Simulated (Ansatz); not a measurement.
# KNbO₃, space group Pm-3m: a calculation of the elastic constants

Program: Ansatz 0.2.0 through its Python package.

Typed at the interpreter:
```pycon
>>> from dataclasses import dataclass
>>> import ansatz
>>> import numpy as np
>>> @dataclass
... class Options:
...     xc: str = 'pbe'
...     cutoff_ev: int = 420
...     mesh: tuple[int, ...] = (6, 6, 6)
...
>>> cfg = Options()
>>> cell = (
...     ansatz.Lattice.cubic(4.02918278)
...     .space_group(221)
...     .atom('K', (0.0, 0.0, 0.0))
...     .atom('Nb', (0.5, 0.5, 0.5))
...     .atom('O', (0.0, 0.5, 0.5))
... )
>>> job = (
...     cell.calculation()
...     .functional(cfg.xc)
...     .basis(cfg.cutoff_ev)
...     .occupations(ansatz.OccupationsMethod.FIXED)  # no smearing
...     .kpoints(*cfg.mesh)
... )
>>> done = job.elastic('relaxed_ion').run()
>>> elastic = done.elastic
>>> print(np.array2string(np.round(elastic.c_gpa, 1) + 0.0, suppress_small=True))
[[376.8  73.1  73.1   0.    0.    0. ]
 [ 73.1 376.8  73.1   0.    0.    0. ]
 [ 73.1  73.1 376.8   0.    0.    0. ]
 [  0.    0.    0.   93.1   0.    0. ]
 [  0.    0.    0.    0.   93.1   0. ]
 [  0.    0.    0.    0.    0.   93.1]]
>>> print('Voigt stress of the unstrained cell (GPa, tension positive):', np.round(elastic.sigma0_gpa, 3) + 0.0)
Voigt stress of the unstrained cell (GPa, tension positive): [0.363 0.363 0.363 0.    0.    0.   ]
>>> print('smallest eigenvalue of C:', round(elastic.stability.min_eigenvalue_gpa, 1), 'GPa; tensor positive definite:', elastic.stability.min_eigenvalue_gpa > 0)
smallest eigenvalue of C: 93.1 GPa; tensor positive definite: True
>>> # averaged moduli need a positive definite tensor
>>> if elastic.stability.min_eigenvalue_gpa > 0:
...     for name, value in elastic.moduli.to_plain().items():
...         print(f'{name:14s} {value:9.3f}')
...
k_voigt_gpa      174.318
k_reuss_gpa      174.318
k_hill_gpa       174.318
g_voigt_gpa      116.589
g_reuss_gpa      110.117
g_hill_gpa       113.353
youngs_gpa       279.481
poisson            0.233
```

Reading the output:
- Spin is left out of this run.
- Under fixed occupations the level called the Fermi level is the highest filled one on the SCF mesh; off the mesh a filled band can lie a little above it.
- A positive definite tensor excludes instabilities under uniform strain alone; phonons elsewhere in the zone can still be imaginary.
- This is a high-temperature or high-pressure form, not the ambient phase.
- This cell is a computed structure, which may not be the phase found in nature.
- The constants belong to the cell that was strained; where it wasn't relaxed first it may be under stress.
- Run time: 47 s on 1 thread of Intel(R) Xeon(R) Platinum 8259CL CPU @ 2.50GHz (Skylake/Cascade Lake) (shared host), peak memory 0.49 GiB.

(A comment or docstring line of the script was reworded after the run, the code is as it ran.)
